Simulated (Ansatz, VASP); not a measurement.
## ZnS: VASP beside Ansatz

```xyz
2
Lattice="2.6220 2.6220 0.0000 -2.6220 2.6220 0.0000 0.0000 2.6220 2.6803" Properties=species:S:1:pos:R:3 pbc="T T T"
Zn    1.3110    3.9330    1.3402
S     0.0000    0.0000    0.0000
```

Change from the starting cell: in-plane strain -0.01, out-of-plane length and atoms relaxed by PAW.

Alike in both runs: functional LDA; k mesh 8 × 8 × 8; no spin polarisation.

Ansatz relaxed the structure, and its values are those at the end. VASP's run is a single point on that final structure, the one shown.

|  | VASP | Ansatz |
| --- | --- | --- |
| version | VASP 6.6.1 | Ansatz 0.2.0 |
| potentials or method | VASP PAW LDA potentials, release 64 (Zn, S) | PAW with Ansatz's default frozen-core files, scalar-relativistic |
| plane-wave cutoff (eV) | 520 | 420 |
| occupations | gaussian, width 0.01 eV | fixed |
| valence electrons in the cell | 18 | 18 |

```csv
,VASP,Ansatz,Ansatz less VASP
gap on the k mesh at the Fermi level (eV),2.17,2.13,-0.035
pressure (GPa),0.9,0.7,-0.24
```
